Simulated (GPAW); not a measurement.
Crystal: C.

```
C
1.0
     0.00000    1.78340    1.78340
     1.78340    0.00000    1.78340
     1.78340    1.78340    0.00000
C
2
Direct
  0.49248 0.38838 0.46666
  0.75752 0.86162 0.78334
```

This isn't the form of C at room conditions, which is graphite.

The cell isn't the ideal one: all atoms moved at random, sigma 0.25 Å a component.

Base run:

| Property | Result |
| --- | --- |
| Program | GPAW 26.7.0 |
| Functional | PBE |
| Potentials or basis | GPAW PAW data sets (gpaw-data 1.2.1) |
| Cutoff | 800 eV |
| Basis | pw |
| k mesh | 13 × 13 × 13 |
| Occupations | fermi-dirac, width 0.05 eV |
| Spin | no spin polarisation |

Its results: band gap on the k mesh none (metal or under the smearing width); pressure 89.0 GPa; largest force 15.779 eV/Å.

Task: The run is repeated on the same cell with these changes: functional from PBE to PW91; potentials or basis from GPAW PAW data sets (gpaw-data 1.2.1) to PAW data sets generated in the run's folder for this functional. What comes out?

Result: Band gap on the k mesh none (metal or under the smearing width); pressure 88.4 GPa; largest force 15.623 eV/Å.

Caveats: a pressure of tens of GPa on the cell as given is suspect, and the run, the potentials or the cell itself is likely at fault; forces of over 1 eV/Å show positions far from the minimum, so gaps and moduli don't describe the material at rest.
